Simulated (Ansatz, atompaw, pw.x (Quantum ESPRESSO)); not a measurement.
**pw.x on bcc Te: one setting changed**

Potential: PAW, atompaw 4.2.0.5, PBE; core [Kr] 4d10, reference 5s2 5p4; waves: 5s (bound): rc 1.55 bohr; 5s channel at 0.9 Ry: rc 2.10 bohr; 5p (bound): rc 2.10 bohr; 5p channel at 1.45 Ry: rc 2.10 bohr; 5d channel at 0.3 Ry: rc 2.10 bohr; 5d channel at 2.95 Ry: rc 2.10 bohr; local part: bessel scheme, radius 1.70 bohr; core correction: smooth core density matched at 1.10 bohr; augmentation: sinc compensation charge, radius 2.05 bohr; PAW radius 2.10 bohr; waves and projectors: custom rrkj gramschmidtortho.

The reference run (k-mesh 12³, cutoffs 45/450 Ry, Fermi–Dirac 0.01 Ry, mixing_beta 0.4, conv_thr 1e-9, no spin) gives 0.03 GPa at 28.371 Å³/atom, where all-electron LAPW gives 0.14 GPa. This run, with its own iteration cap, changes startingwfc to atomic.

```
&control
  calculation='scf', prefix='x', pseudo_dir='./', outdir='./tmp', tstress=.true., disk_io='none'
/
&system
  ibrav=0, nat=1, ntyp=1, ecutwfc=45, ecutrho=450, nbnd=10,
  occupations='smearing', smearing='fd', degauss=0.01
/
&electrons
  conv_thr=1e-09, mixing_beta=0.4, electron_maxstep=50, startingwfc='atomic'
/
ATOMIC_SPECIES
Te 1.0 Te.UPF
CELL_PARAMETERS angstrom
  -1.92134292 1.92134292 1.92134292
  1.92134292 -1.92134292 1.92134292
  1.92134292 1.92134292 -1.92134292
ATOMIC_POSITIONS crystal
Te 0.0000 0.0000 0.0000
K_POINTS automatic
12 12 12 0 0 0
```

```bash
pw.x < Te.scf.in > Te.scf.out
```

**Question.** How does the run end?

**Answer.** It converges in 6 iterations; the free energy moves by +0.0 meV/atom and the pressure by +0.00 GPa. The result is that of the reference run.

```
Message from routine setup:
     using ibrav=0 with symmetry is DISCOURAGED, use correct ibrav instead
     lattice parameter (alat)  =       6.2888  a.u.
     unit-cell volume          =     191.4570 (a.u.)^3
     number of electrons       =         6.00
     number of Kohn-Sham states=           10
     kinetic-energy cutoff     =      45.0000  Ry
     charge density cutoff     =     450.0000  Ry
     scf convergence threshold =      1.0E-09
     Exchange-correlation= SLA PW PBX PBC
     number of k points=    72  Fermi-Dirac smearing, width (Ry)=  0.0100
     negative rho (up, down):  9.553E-03 0.000E+00
     iteration #  1     ecut=    45.00 Ry     beta= 0.40
     negative rho (up, down):  9.244E-03 0.000E+00
     total energy              =    -362.58730581 Ry
     estimated scf accuracy    <       0.00171135 Ry
     iteration #  2     ecut=    45.00 Ry     beta= 0.40
     negative rho (up, down):  9.019E-03 0.000E+00
     total energy              =    -362.58734906 Ry
     estimated scf accuracy    <       0.00050002 Ry
     iteration #  3     ecut=    45.00 Ry     beta= 0.40
     negative rho (up, down):  9.384E-03 0.000E+00
     total energy              =    -362.58741813 Ry
     estimated scf accuracy    <       0.00001008 Ry
     iteration #  4     ecut=    45.00 Ry     beta= 0.40
     c_bands:  1 eigenvalues not converged
     c_bands:  1 eigenvalues not converged
     negative rho (up, down):  9.608E-03 0.000E+00
     total energy              =    -362.58743512 Ry
     estimated scf accuracy    <       0.00000020 Ry
     iteration #  5     ecut=    45.00 Ry     beta= 0.40
     c_bands:  1 eigenvalues not converged
     [... 1 repeated lines left out ...]
     negative rho (up, down):  9.707E-03 0.000E+00
     total energy              =    -362.58743545 Ry
     estimated scf accuracy    <       0.00000008 Ry
     iteration #  6     ecut=    45.00 Ry     beta= 0.40
     [... 1 repeated lines left out ...]
     negative rho (up, down):  9.705E-03 0.000E+00
     the Fermi energy is     8.1075 ev
!    total energy              =    -362.58743546 Ry
     estimated scf accuracy    <          1.5E-10 Ry
     smearing contrib. (-TS)   =      -0.00335709 Ry
     The total energy is F=E-TS. E is the sum of the following terms:
     one-electron contribution =       6.21389630 Ry
     hartree contribution      =       0.45621636 Ry
     xc contribution           =     -43.28292761 Ry
     ewald contribution        =     -18.04175036 Ry
     one-center paw contrib.   =    -307.92951307 Ry
     convergence has been achieved in   6 iterations
     negative rho (up, down):  9.705E-03 0.000E+00
          total   stress  (Ry/bohr**3)                   (kbar)     P=        0.33
     Message from routine punch:
     Nothing written, as per user request (disk_io='none')
```

The run took about 19 s on one core of a shared host (Intel(R) Xeon(R) Platinum 8259CL CPU @ 2.50GHz, 96 threads, 755 GiB, load 28).
